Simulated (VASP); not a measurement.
# From VASP inputs to Ansatz: NaCl (distorted rocksalt)

INCAR

```
NSW = 0
NELM = 120
LELF = .TRUE.
PREC = Accurate
ENCUT = 520
LCHARG = .TRUE.
EDIFF = 1E-7
NBANDS = 14
ISMEAR = -1
SIGMA = 0.02
ISIF = 2
LREAL = .FALSE.
LASPH = .TRUE.
LWAVE = .FALSE.
GGA = PE
IBRION = -1
```

KPOINTS

```
KPOINTS created by Atomic Simulation Environment
0
Gamma
6 6 6
0 0 0
```

POSCAR

```
Na Cl
 1.0000000000000000
     0.0011000000000000    2.6945999999999999    2.7744000000000000
     2.7940999999999998    0.0634000000000000    2.7120000000000002
     2.9081999999999999    2.7463000000000002   -0.0507000000000000
 Na  Cl
   1   1
Cartesian
  2.9934409399999997  5.3787054300000001  2.7500921699999998
  2.7748223200000002  2.6857501900000003  2.6887648500000001
```

VASP ran with the recommended PBE PAW datasets (14 valence electrons in the cell).

Q: Write an Ansatz input for this cell and level of theory.

A: 

```yaml
crystal:
  lattice:
    - [0.0011, 2.6946, 2.7744]
    - [2.7941, 0.0634, 2.712]
    - [2.9082, 2.7463, -0.0507]
  atoms:
    - { symbol: Na, position: [0.9781, 0.0321, 0.9981] }
    - { symbol: Cl, position: [0.4958, 0.4932, 0.4801] }
kpoints:
  mp_grid: { grid: [6, 6, 6] }
hamiltonian:
  xc: pbe
scf:
  occupations: { method: fermi_dirac, width: 0.02 }
  n_extra_bands: 4
output:
  forces: true
  stress: true
  eigenvalues: true
```

Other inputs would serve too.

```tsv
	VASP	Ansatz
gap between bands v and c on the k mesh	5.21 eV	5.21 eV
least direct gap on the k mesh	5.21 eV	5.21 eV
pressure	2.9 GPa	2.9 GPa
largest force	0.20 eV/Å	0.20 eV/Å
```

The two codes use different PAW datasets and cutoffs. VASP's cell holds 14 valence electrons and Ansatz's 16. Ansatz's stress includes a Pulay correction; VASP's doesn't.
